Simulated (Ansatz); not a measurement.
# Stack of 1T-ZrSSe under alpha-Ga2S3 ferroelectric layer, upper layer turned by 180° in a perpendicular field

What dipole does a perpendicular field induce in the stack of 1T-ZrSSe under alpha-Ga2S3 ferroelectric layer, upper layer turned by 180°, and does the gap follow? A positive field points along +c.

Method: plane-wave DFT, PBE-D3(BJ), Ansatz PAW, in Ansatz 0.2.0.

## (1) The starting structure

The cell holds 8 atoms: 1 Se, 1 Zr, 4 S and 2 Ga. Its edges and angles: a = 3.695 Å, b = 3.695 Å, c = 56.007 Å, α = 90.0°, β = 90.0°, γ = 120.0°. Regions: layer 1: 1T-ZrSSe, 3 atoms (1 Se, 1 Zr and 1 S); layer 2: alpha-Ga2S3 ferroelectric layer, 5 atoms (3 S and 2 Ga). Vacuum lies along c.

As a file:

```cif
data_structure
_symmetry_space_group_name_H-M 'P 1'
_symmetry_Int_Tables_number 1
_cell_length_a 3.6950
_cell_length_b 3.6950
_cell_length_c 56.0065
_cell_angle_alpha 90.000
_cell_angle_beta 90.000
_cell_angle_gamma 120.000
_cell_volume 662.21
loop_
_atom_site_label
_atom_site_type_symbol
_atom_site_fract_x
_atom_site_fract_y
_atom_site_fract_z
_atom_site_occupancy
Se1 Se 0.66667 0.33333 0.38835 1
Zr2 Zr 0.00000 0.00000 0.42003 1
S3 S 0.33333 0.66667 0.44731 1
S4 S 0.33333 0.66667 0.50087 1
Ga5 Ga 0.00000 0.00000 0.52101 1
S6 S 0.00000 0.00000 0.56154 1
Ga7 Ga 0.66667 0.33333 0.58933 1
S8 S 0.33333 0.66667 0.61165 1
```

## (2) Relaxing the slab

The starting cell is a guess, so the in-plane lattice and the atoms are relaxed first, with the slab cut off from its images along the normal.

input.yaml

```yaml
crystal:
  lattice:
    - [3.695, 0.0, 0.0]
    - [-1.8475, 3.199963867, 0.0]
    - [0.0, 0.0, 56.0065432647]
  atoms:
    - { symbol: Se, position: [0.6666666667, 0.3333333333, 0.3883474811] }
    - { symbol: Zr, position: [0.0, 0.0, 0.4200345058] }
    - { symbol: S, position: [0.3333333333, 0.6666666667, 0.4473094806] }
    - { symbol: S, position: [0.3333333333, 0.6666666667, 0.5008746504] }
    - { symbol: Ga, position: [0.0, 0.0, 0.5210063092] }
    - { symbol: S, position: [0.0, 0.0, 0.5615372877] }
    - { symbol: Ga, position: [0.6666666667, 0.3333333333, 0.5893336982] }
    - { symbol: S, position: [0.3333333333, 0.6666666667, 0.6116525189] }
  periodic: [true, true, false]
kpoints:
  mp_grid: { grid: [12, 12, 1] }
hamiltonian:
  xc: pbe
  dispersion: d3bj
scf:
  occupations: { method: fermi_dirac, width: 0.05 }
  convergence: { dr2_threshold: 1.0e-09 }
relax:
  f_tol: 0.004
  max_steps: 90
  cell: {}
output:
  write_potential: true
  write_density: true
  volumetric_format: npy
```

Launch:

```console
> ansatz run input.yaml --threads 4 --pin off --max-ram 8192MiB --backend cpu --events-out ev --progress --plain --runs-dir out
```

Numbers of over 12 decimals in the logs are rounded to 6 here.

The program printed:

```text
Warning: relax.cell: scf.convergence.dr2_threshold = 1e-9 eV is looser than the 1.57932820611e-10 eV advised for a relaxation that steers and ends on the stress (1e-10 eV for each atom of the cell: 8, times the square of relax.cell.stress_2d_tol = 0.05 N/m over 22.5 Å (the atoms' height at the walk's start and 5 Å past either face), 2.222e-2 GPa, over a crystal's default 0.05). What an SCF threshold leaves in a stress goes as its square root, and in the free energy as the threshold itself, and one threshold admits the most on a small cell: [figures from the program's tests cut] Set scf.convergence.dr2_threshold to 1.57932820611e-10 eV or tighter. [rest of the remark cut]
Engine: ansatz 0.2.0, aarch64-unknown-linux-gnu
Pseudopotentials: kind: paw
Pseudopotential: Se, paw, valence charge 16, recommended cutoff 420 eV (normal), Se.paw.azcp
Pseudopotential: Zr, paw, valence charge 12, recommended cutoff 420 eV (normal), Zr.paw.azcp
Pseudopotential: S, paw, valence charge 6, recommended cutoff 420 eV (normal), S.paw.azcp
Pseudopotential: Ga, paw, valence charge 13, recommended cutoff 420 eV (normal), Ga.paw.azcp
Functional definition: PBE
  parameter kappa = 0.804
  parameter beta = 0.066725
  exchange = pbe_x(kappa = kappa, mu = beta*pi^2/3)
  correlation = pbe_c(beta = beta)
Crystal: 8 atoms, lattice volume = 662.214 Å³
Basis set: ecut = 420 eV, 13015 PW (Γ), exchange–correlation on 50×50×750 points (8 copies of the dense FFT grid, shifted against one another)
Bands: 47, of which v1, the nominal top of the filled ones, is band 39 counted from 1 (38 counted from 0)
Symmetry: 6 space group operations
Space group: P3m1 (ITA 156), of the structure as read, at distance tolerance 8.7e-5 Å
k-points: 19 of 144 (time reversal used)
Non-local potential: Se, projectors of the file, l = 0: 2, l = 1: 2, l = 2: 3, l = 3: 1
Non-local potential: Zr, projectors of the file, l = 0: 3, l = 1: 2, l = 2: 2, l = 3: 2
Non-local potential: S, projectors of the file, l = 0: 2, l = 1: 2, l = 2: 2
Non-local potential: Ga, projectors of the file, l = 0: 2, l = 1: 2, l = 2: 3, l = 3: 1
PAW form: soft (Blöchl's): semilocal exchange-correlation on the pseudo side does not see the compensation charge
PAW one-centre angular grid: Se, 590 points (default); XC on 64 Gauss nodes
PAW one-centre angular grid: Zr, 590 points (default); XC on 64 Gauss nodes
PAW one-centre angular grid: S, 110 points (default); XC on 64 Gauss nodes
PAW one-centre angular grid: Ga, 590 points (default); XC on 64 Gauss nodes
Initial density: superposition of atomic densities (neutral atoms: chi_scale 0, normalization atom), corrected by the library's trained network
Initial wavefunctions: pseudopotential atomic-orbital guess
Functional: x = pbe(κ = 0.804, μ = 0.219515), c = pbe(β = 0.066725)
SCF iter   1: F=—  HF=-20836.280532 eV  |F-HF|=—  |Δ(HF+E_count)|=         —  Δρ=9.68e-4  dr2=1.41e-1  ethr=1.77e-3  ⟨swp⟩=15.2  Hψ=5632  notcnv=0  defer=2
preconditioner: auto → LDOS  [insulator: Δε(μ)=0.262 eV  Ē_g=11.339 eV  σ=0.050 eV  W_gap=0.85  n_scr=34 (ndim 8)  ℏωp=11.2 eV  f_vac=0.712  D(μ)=0.11/eV (n_scr^D=2)  ε∞_Penn≈2.0  β→1.0]
SCF iter   2: F=—  HF=-20836.895647 eV  |F-HF|=—  |Δ(HF+E_count)|=   6.15e-1  Δρ=1.26e-2  dr2=6.34e1  ethr=1.81e-4  ⟨swp⟩=4.5  Hψ=2069  notcnv=0  defer=28  recentre
SCF iter   3: F=—  HF=-20836.275879 eV  |F-HF|=—  |Δ(HF+E_count)|=   6.20e-1  Δρ=7.22e-4  dr2=1.11e-1  ethr=1.81e-4  ⟨swp⟩=4.1  Hψ=1664  notcnv=0  defer=21
SCF iter   4: F=—  HF=-20836.273510 eV  |F-HF|=—  |Δ(HF+E_count)|=   2.37e-3  Δρ=6.44e-4  dr2=1.05e-1  ethr=1.43e-4  ⟨swp⟩=1.6  Hψ=1101  notcnv=0  defer=20
SCF iter   5: F=—  HF=-20836.269254 eV  |F-HF|=—  |Δ(HF+E_count)|=   4.26e-3  Δρ=4.14e-4  dr2=6.23e-2  ethr=1.34e-4  ⟨swp⟩=1.5  Hψ=898  notcnv=0  defer=20
SCF iter   6: F=—  HF=-20836.266997 eV  |F-HF|=—  |Δ(HF+E_count)|=   2.26e-3  Δρ=3.39e-4  dr2=4.41e-2  ethr=7.99e-5  ⟨swp⟩=1.6  Hψ=950  notcnv=0  defer=20
SCF iter   7: F=—  HF=-20836.264447 eV  |F-HF|=—  |Δ(HF+E_count)|=   2.55e-3  Δρ=2.55e-4  dr2=2.46e-2  ethr=5.66e-5  ⟨swp⟩=1.6  Hψ=961  notcnv=0  defer=20
SCF iter   8: F=—  HF=-20836.263137 eV  |F-HF|=—  |Δ(HF+E_count)|=   1.31e-3  Δρ=1.97e-4  dr2=1.29e-2  ethr=3.16e-5  ⟨swp⟩=1.5  Hψ=1121  notcnv=0  defer=32
SCF iter   9: F=—  HF=-20836.262115 eV  |F-HF|=—  |Δ(HF+E_count)|=   1.02e-3  Δρ=1.22e-4  dr2=5.28e-3  ethr=1.66e-5  ⟨swp⟩=1.7  Hψ=1008  notcnv=0  defer=32
SCF iter  10: F=—  HF=-20836.261612 eV  |F-HF|=—  |Δ(HF+E_count)|=   5.03e-4  Δρ=8.23e-5  dr2=1.65e-4  ethr=6.77e-6  ⟨swp⟩=2.3  Hψ=1143  notcnv=0  defer=32
SCF iter  11: F=—  HF=-20836.261617 eV  |F-HF|=—  |Δ(HF+E_count)|=   5.07e-6  Δρ=2.91e-5  dr2=1.42e-4  ethr=2.11e-7  ⟨swp⟩=2.9  Hψ=1623  notcnv=0  defer=32
SCF iter  12: F=—  HF=-20836.261603 eV  |F-HF|=—  |Δ(HF+E_count)|=   1.45e-5  Δρ=1.17e-5  dr2=4.10e-6  ethr=1.82e-7  ⟨swp⟩=2.1  Hψ=955  notcnv=0  defer=32
SCF iter  13: F=—  HF=-20836.261511 eV  |F-HF|=—  |Δ(HF+E_count)|=   9.14e-5  Δρ=5.38e-6  dr2=6.52e-7  ethr=5.26e-9  ⟨swp⟩=2.8  Hψ=1532  notcnv=0  defer=32
SCF iter  14: F=—  HF=-20836.261511 eV  |F-HF|=—  |Δ(HF+E_count)|=   1.76e-8  Δρ=1.77e-6  dr2=1.62e-7  ethr=8.36e-10  ⟨swp⟩=2.7  Hψ=1403  notcnv=0  defer=32
SCF iter  15: F=—  HF=-20836.261511 eV  |F-HF|=—  |Δ(HF+E_count)|=   2.04e-9  Δρ=8.52e-7  dr2=1.97e-8  ethr=2.08e-10  ⟨swp⟩=2.7  Hψ=1388  notcnv=0  defer=32
SCF iter  16: F=—  HF=-20836.261511 eV  |F-HF|=—  |Δ(HF+E_count)|=   1.83e-9  Δρ=3.40e-7  dr2=1.99e-9  ethr=2.52e-11  ⟨swp⟩=2.8  Hψ=1655  notcnv=0  defer=33
SCF iter  17: F=-20836.261511 eV  HF=-20836.261511 eV  |F-HF|=9.68e-10  |Δ(HF+E_count)|=   2.42e-9  Δρ=1.37e-7  dr2=1.28e-10  ethr=1.28e-12  ⟨swp⟩=10.6  Hψ=6836  notcnv=0
SCF 1 converged in 17 iterations: F = -20836.261511 eV  dr2 = 1.28e-10
  greatest PAW one-centre occupation: 1.000 electrons in one spin orbital (limit 2), on the Se atom at site 0 (counted from 0), in its partial waves of l = 2
relax step   1: F+E_penalty+E_count = -20836.26151116 eV  Δ(F+E_penalty+E_count) = +0.000e0 eV  max|allowed force component| = 1.621e0 eV/Å  Δτ_max = 0.0000 Å  P = -7.843 N/m  Ω = 662.214 Å³  fix = [c, alpha, beta]  reactions: c -0.000 N/m  (17 SCF iters, accepted)
Crystal: 8 atoms, lattice volume = 654.736 Å³
Basis set: ecut = 420 eV, 12763 PW (Γ), exchange–correlation on 50×50×750 points (8 copies of the dense FFT grid, shifted against one another)
Initial density: handed on by an earlier stage of this run
Initial wavefunctions: those handed on with the density
iter 1 solved again at ethr=2.84e-4 eV; its pass at ethr=3.10e-3 eV (dr2=2.22e-1 eV) is discarded
[...]
SCF iter  14: F=-20836.697530 eV  HF=-20836.697530 eV  |F-HF|=4.33e-10  |Δ(HF+E_count)|=  9.64e-10  Δρ=1.63e-7  dr2=9.50e-10  ethr=1.28e-12  ⟨swp⟩=9.9  Hψ=7495  notcnv=0
SCF 3 converged in 14 iterations: F = -20836.697530 eV  dr2 = 9.50e-10
relax step   3: F+E_penalty+E_count = -20836.69752984 eV  Δ(F+E_penalty+E_count) = -7.470e-2 eV  max|allowed force component| = 2.151e-1 eV/Å  Δτ_max = 0.1934 Å  P = -1.320 N/m  Ω = 648.492 Å³  energy of the carried Pulay correction = +5.374e-4 eV  fix = [c, alpha, beta]  reactions: c -0.000 N/m  (14 SCF iters, accepted)
[...]
relax step   4: F+E_penalty+E_count = -20836.70492625 eV  Δ(F+E_penalty+E_count) = -7.396e-3 eV  max|allowed force component| = 6.069e-2 eV/Å  Δτ_max = 0.0132 Å  P = -0.027 N/m  Ω = 642.537 Å³  energy of the carried Pulay correction = +7.742e-4 eV  fix = [c, alpha, beta]  reactions: c -0.000 N/m  (12 SCF iters, accepted)
[...]
relax step   5: F+E_penalty+E_count = -20836.70542443 eV  Δ(F+E_penalty+E_count) = -4.982e-4 eV  max|allowed force component| = 2.654e-2 eV/Å  Δτ_max = 0.0274 Å  P = +0.000 N/m  Ω = 642.105 Å³  energy of the carried Pulay correction = +7.915e-4 eV  fix = [c, alpha, beta]  reactions: c +0.000 N/m  (12 SCF iters, accepted)
[...]
relax step   6: F+E_penalty+E_count = -20836.70549588 eV  Δ(F+E_penalty+E_count) = -7.145e-5 eV  max|allowed force component| = 6.275e-3 eV/Å  Δτ_max = 0.0069 Å  P = +0.011 N/m  Ω = 642.212 Å³  energy of the carried Pulay correction = +7.872e-4 eV  fix = [c, alpha, beta]  reactions: c +0.000 N/m  (11 SCF iters, accepted)
[...]
relax step   7: F+E_penalty+E_count = -20836.70549741 eV  Δ(F+E_penalty+E_count) = -1.531e-6 eV  max|allowed force component| = 2.586e-3 eV/Å  Δτ_max = 0.0006 Å  P = +0.004 N/m  Ω = 642.253 Å³  energy of the carried Pulay correction = +7.856e-4 eV  fix = [c, alpha, beta]  reactions: c +0.000 N/m  (8 SCF iters, accepted)
Initial wavefunctions: pseudopotential atomic-orbital guess (no wavefunctions were taken with the density)
iter 1 solved again at ethr=1.06e-7 eV; its pass at ethr=3.10e-3 eV (dr2=8.31e-5 eV) is discarded
SCF iter   1: F=—  HF=-20836.704676 eV  |F-HF|=—  |Δ(HF+E_count)|=         —  Δρ=1.58e-5  dr2=4.37e-7  ethr=1.06e-7  ⟨swp⟩=6.1  Hψ=9902  notcnv=0
preconditioner: auto → LDOS  [insulator: Δε(μ)=0.406 eV  Ē_g=11.459 eV  σ=0.050 eV  W_gap=0.96  n_scr=34 (ndim 8)  ℏωp=11.3 eV  f_vac=0.713  D(μ)=0.07/eV (n_scr^D=2)  ε∞_Penn≈2.0  β→1.0]
SCF iter   2: F=—  HF=-20836.704658 eV  |F-HF|=—  |Δ(HF+E_count)|=   1.80e-5  Δρ=1.12e-5  dr2=4.18e-7  ethr=5.61e-10  ⟨swp⟩=3.7  Hψ=2371  notcnv=0
SCF iter   3: F=—  HF=-20836.704658 eV  |F-HF|=—  |Δ(HF+E_count)|=   3.98e-7  Δρ=5.69e-6  dr2=2.62e-7  ethr=5.36e-10  ⟨swp⟩=2.3  Hψ=1687  notcnv=0
SCF iter   4: F=—  HF=-20836.704658 eV  |F-HF|=—  |Δ(HF+E_count)|=   1.50e-7  Δρ=2.12e-6  dr2=7.05e-8  ethr=3.36e-10  ⟨swp⟩=2.9  Hψ=1806  notcnv=0
SCF iter   5: F=—  HF=-20836.704658 eV  |F-HF|=—  |Δ(HF+E_count)|=   2.19e-8  Δρ=4.14e-7  dr2=4.26e-9  ethr=9.04e-11  ⟨swp⟩=2.8  Hψ=1704  notcnv=0
SCF iter   6: F=-20836.704658 eV  HF=-20836.704658 eV  |F-HF|=2.98e-10  |Δ(HF+E_count)|=  7.13e-10  Δρ=1.53e-7  dr2=9.09e-10  ethr=1.28e-12  ⟨swp⟩=13.9  Hψ=8260  notcnv=0
SCF 8 converged in 6 iterations: F = -20836.704658 eV  dr2 = 9.09e-10
relax step   8: F+E_penalty+E_count = -20836.70465770 eV  Δ(F+E_penalty+E_count) = +8.397e-4 eV  max|allowed force component| = 2.641e-3 eV/Å  Δτ_max = 0.0000 Å  P = +0.007 N/m  Ω = 642.253 Å³  fix = [c, alpha, beta]  reactions: c +0.000 N/m  stress off target by 7.00e-3 N/m on what of the cell is left free  SCF on the basis re-selected at this cell (its energy is not comparable with the rows above)  (6 SCF iters)
basis re-selected at this cell: Δ(F+E_penalty+E_count) = +8.397e-4 eV, ΔP = +0.003 N/m vs the last step (what re-selecting the basis moved, of the pressure what is left beyond the Pulay correction that the steps carried, after the strain that the cell walked since its last selection, with what the two solves' SCF thresholds leave and, on support functions, any second-order correction that the steps lacked; it is no m [...]
WARN: The output density's exchange-correlation potential varies sharply where the density is thin. Do not read a vacuum level from v_tot or v_xc, or from such a field of the output density. On a cell that repeats whose density bears no net charge and no dipole along the vacuum's axis use v_es (v_loc + v_h of the components); under efield.dipole_correction with no amplitude use v_es + v_field, which holds any externa [...]
SCF converged after 6 iterations
Free energy (F): -20836.704658 eV
Harris-Foulkes:  -20836.704658 eV  (|F-HF|=2.98e-10)
Internal energy: -20836.703613 eV  (E = F + TS)
E sigma→0 (E₀):  -20836.704135 eV
Entropy (-TS):   -0.001045 eV (-0.131 meV/atom)
Fermi energy:    -6.024413 eV
--- Per-component energies (eV) ---
  E_band       = -1713.482748
  E_kinetic    = 1110.331512
  E_local      = -429267.751201  (includes V_loc(G=0)·N_el)
  E_nonlocal   = 451.502514
  E_hartree    = 213730.462346
  E_xc         = -791.767400
  E_vxc        = -754.014785  (∫ρ·V_xc dr)
  E_paw        = -11250.427622  (= ΣΔE_a)
  E_vpaw       = -714.472819  (= ΣTr[D̂ρ^β])
  E_aug_tail   = -0.000771  (compensation charges beyond the density's cutoff)
  E_ewald      = 205183.137162
  E_disp       = -2.190153  (pairwise vdW)
  E_smearing   = -0.001045  (= −TS)
  E_closure    = 0.000000  (closes the sum)
  Σ components = -20836.704658   (vs F -20836.704658, Δ=0.00e0)
--- Forces (eV/Å), atoms counted from 1 ---
  atom   1  Se     0.00000000     0.00000000    -0.00010058
  atom   2  Zr    -0.00000000    -0.00000000    -0.00088984
  atom   3  S      0.00000000    -0.00000000     0.00093663
  atom   4  S      0.00000000     0.00000000    -0.00127347
  atom   5  Ga     0.00000000    -0.00000000     0.00143227
  atom   6  S      0.00000000     0.00000000    -0.00126850
  atom   7  Ga     0.00000000     0.00000000     0.00264148
  atom   8  S      0.00000000    -0.00000000    -0.00147690
  max |Σ_I F_I| component: 1.10e-6 eV/Å
--- 2D stress c σ (N/m, compression-positive) ---
        0.007004      -0.000000      -0.000000
       -0.000000       0.007004      -0.000000
       -0.000000      -0.000000       0.000000
  P = ½ c Tr σ = 0.0070 N/m
--- Band table (eV; the first three rows and the last of 19) ---
  k-point 0: bands = [... 35 lower, -6.4733, -6.4733, -6.2485, -6.2485, -5.0468, -5.0468, -4.6284, -4.3208, ... 4 higher]
  k-point 1: bands = [... 35 lower, -6.8161, -6.6098, -6.5040, -6.3092, -4.9825, -4.7547, -4.3516, -4.0520, ... 4 higher]
  k-point 2: bands = [... 35 lower, -7.1045, -6.9374, -6.9049, -6.2543, -5.1265, -4.2590, -3.9879, -3.6075, ... 4 higher]
  k-point 18: bands = [... 35 lower, -8.4236, -8.3162, -8.0775, -6.5627, -4.1550, -3.8298, -3.6266, -3.6097, ... 4 higher]
  the weakly bound empty levels are not read free of the cell's end (no_gap_told)
--- Relaxed structure (7 steps of the walk, 7 accepted, 1 SCFs on fresh bases) ---
  F+E_penalty+E_count = -20836.70465770 eV   max|allowed force component| = 2.641e-3 eV/Å   (the final SCF, on the basis selected at the relaxed cell)
  cell:  # Å, volume = 642.2535 Å³
    - [3.638887, 4.153223199944096e-18, 0]
    - [-1.819443, 3.151368, 0]
    - [0, 0, 56.0065432647]
  atoms:
    - { symbol: Se, position: [0.666667, 0.333333, 0.387177] }
    - { symbol: Zr, position: [-9.419153660523027e-17, 1.7347234759768086e-17, 0.417052] }
    - { symbol: S, position: [0.333333, 0.666667, 0.442564] }
    - { symbol: S, position: [0.333333, 0.666667, 0.505229] }
    - { symbol: Ga, position: [-9.095205099359005e-17, 1.7347234759768068e-17, 0.523799] }
    - { symbol: S, position: [-9.160713861672133e-17, 1.7347234759768068e-17, 0.563162] }
    - { symbol: Ga, position: [0.666667, 0.333333, 0.590426] }
    - { symbol: S, position: [0.333333, 0.666667, 0.610687] }
```

Elapsed: 2.8 min, on 4 threads of Arm Neoverse V1, shared host; peak memory 1.3 GiB; 11 min of CPU time.

Relaxation path:

| step | energy less that of the first step (eV) | largest force component (eV/Å) | volume (Å³) |
| --- | --- | --- | --- |
| 1 | 0.0000 | 1.6209 | 662.21 |
| 2 | -0.3613 | 0.6926 | 654.74 |
| 3 | -0.4360 | 0.2151 | 648.49 |
| 4 | -0.4434 | 0.0607 | 642.54 |
| 5 | -0.4439 | 0.0265 | 642.10 |
| 6 | -0.4440 | 0.0063 | 642.21 |
| 7 | -0.4440 | 0.0026 | 642.25 |
| 8* | -0.4431 | 0.0026 | 642.25 |

Relaxation steps marked * repeat the geometry before them on a plane-wave basis chosen anew for their cell, so energy and pressure can jump there.

The run keeps the 6 symmetry operations that it works with, so distortions that break them were not tested.

```csv
cell as run,before,after,change
a (Å),3.695,3.639,-1.5 %
b (Å),3.695,3.639,-1.5 %
```

The atoms that moved most (Å, along periodic axes as changes of fractional coordinates times the final cell, across vacuum about the mean position):

```
atom     dx     dy      dz  length
  S3  0.000  0.000  -0.266   0.266
  S4  0.000  0.000   0.244   0.244
 Zr2  0.000  0.000  -0.167   0.167
 Ga5  0.000  0.000   0.156   0.156
  S6  0.000  0.000   0.091   0.091
 Se1  0.000  0.000  -0.066   0.066
 Ga7  0.000  0.000   0.061   0.061
  S8  0.000  0.000  -0.054   0.054
```

Numbers from this step:

```yaml
energy_at_zero_smearing: -20836.7041 eV
```

The lattice constant a goes from 3.695 to 3.639 Å.

(Continued in part 2 of 2.)

[Logs are printed without paths, hosts, clocks, repeated set-up lines and the standing remarks that a program may print on its own settings, such as how far it seeks lower states.]

[Hosts, paths, dates, database ids (printed as entryN), source tags and the programs' standing remarks are cut or masked in the printed files.]

[Maps of the electrostatic potential energy from Ansatz leave out the sawtooth potential of an applied field or a dipole correction, so their vacuum need not be flat; planar profiles and work functions include it.]
